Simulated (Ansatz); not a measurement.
Runs of Ansatz 0.2.0 on FeO. The structure is cubic, space group Pm-3m (No. 221). The conventional cell has a = 2.612 Å, b = 2.612 Å, c = 2.612 Å, α = 90.00°, β = 90.00°, γ = 90.00°. Fe (site symmetry m-3m) has 8 O at 2.26 Å as nearest neighbours. O (site symmetry m-3m) is surrounded by 8 Fe at 2.26 Å. The cell comes from a database or a generator and needn't be the stable form of this composition.

```tsv
task	level	potentials or basis	cell	points for each segment of the path	gap on the mesh (eV)	pressure (GPa)	moment (μB)	V0 of scaled cells (Å³/atom)	B0 (GPa)
band structure	PBEsol	Ansatz PAW	as given	14	none	-0.6	4.00	-	-
equation of state	PBE	Ansatz PAW	as given	-	-	-	-	9.31	198
equation of state	PBE	Ansatz PAW soft_1	as given	-	-	-	-	9.31	199
relaxation of cell and atoms	LDA	Ansatz PAW	relaxed	-	none	0.0	(b)	-	-
single point	PBE	Ansatz PAW	as given	-	none	(a)	4.00	-	-
```

Alike in all rows: spin collinear, ferromagnetic start; k mesh 10 × 10 × 10; cutoff (eV) 420; smearing fermi-dirac 0.05 eV.

Question: Fill in the values left out.

Answer: (a) 9.3; (b) 3.98.

Caveats: a cell with one magnetic atom can't hold antiferromagnetic order, which such compounds often take (some runs); semilocal functionals often make such compounds metallic where correlation or magnetic order opens a gap, which also shifts bond lengths (some runs); the PAW data sets come from PBE, with cores solved anew for the run's functional, which leaves a small shift of forces and pressure (some runs); the plane-wave basis is chosen anew once the cell has moved, so the energies of steps on either side of that aren't comparable (some runs).

A k mesh can miss the band edges.

A gap of «none» marks a metal or a gap under the smearing width.

Not every run made on this cell is shown here.
